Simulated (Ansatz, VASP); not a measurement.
**Two plane-wave programs on Cr**

```xyz
1
Lattice="-1.4240 1.4240 1.4240 1.4240 -1.4240 1.4240 1.4240 1.4240 -1.4240" Properties=species:S:1:pos:R:3 pbc="T T T"
Cr    0.0000    0.0000    0.0000
```

Alike in both runs: task single point; functional PBE; k mesh 2 × 2 × 2; occupations fermi-dirac, width 0.05 eV; collinear spin.

```csv
,VASP,Ansatz
version,VASP 6.6.1,Ansatz 0.2.0
potentials or method,"VASP PAW PBE potentials, release 64 (Cr_pv)","plane waves (420 eV) with PAW, scalar-relativistic"
plane-wave cutoff (eV),520,420
valence electrons in the cell,12,14
```

|  | VASP | Ansatz | Ansatz less VASP |
| --- | --- | --- | --- |
| pressure (GPa) | 6.9 | 7.1 | +0.25 |
| net moment per atom (μB) | 1.50 | 1.50 | 0.000 |
| size of the moment on the site where the two differ most (μB) | 1.16 | 0.95 | -0.210 |

Site moments also hang on the region over which each program counts them. The functional is the same, so the differences come from potentials, cutoffs and numerics. The two sets of potentials don't hold the same shells in valence.

Caveats: the k mesh is coarse (spacing up to 1.56 Å⁻¹), so the values aren't converged.
